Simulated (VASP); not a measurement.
Al:

```xyz
4
Lattice="2.8271 0.0000 0.0000 -1.4135 2.4483 0.0000 0.0000 0.0000 9.1860" Properties=species:S:1:pos:R:3 pbc="T T T"
Al    1.4135    0.8161    6.8895
Al    0.0000    0.0000    4.5930
Al    0.0000    1.6322    2.2965
Al    0.0000    0.0000    0.0000
```

This isn't the form of Al at room conditions, which is fcc.

```yaml
Program: VASP 6.6.1
Task: single point
Functional: PBEsol
Potentials_or_basis: VASP PAW PBE potentials, release 64 (Al)
Cutoff: 520 eV
k_mesh: 11 × 11 × 3
Occupations: fermi-dirac, width 0.05 eV
Spin: no spin polarisation
```

On this cell: pressure 2.0 GPa; largest force under 0.003 eV/Å; band gap on the k mesh none (metal or under the smearing width).

The same run follows on a disturbed copy (atoms moved at random, drawn with an rms of 0.05 Å):

```
Al
1.0
     2.82708    0.00000    0.00000
    -1.41354    2.44832    0.00000
     0.00000    0.00000    9.18599
Al
4
Cartesian
  1.3915 0.7788 6.9237
  -0.0143 -0.0085 4.5397
  0.0214 1.6586 2.2780
  -0.0160 -0.0003 -0.0067
```

Question: What changes?

Answer: The energy (extrapolated to zero smearing) moves by +4.1 meV/atom; pressure 2.2 GPa; largest force 0.332 eV/Å; band gap on the k mesh none (metal or under the smearing width).

Forces on the atoms (eV/Å):
```
Al   0.012  0.045 -0.328
Al   0.024  0.011  0.308
Al  -0.056 -0.049 -0.031
Al   0.020 -0.006  0.052
```

Stress tensor (GPa, compression positive):
```
 1.50  0.03  0.00
 0.03  1.42 -0.03
 0.00 -0.03  3.59
```

Caveats: the PAW data sets were made with another functional, which shifts forces and pressure a little.
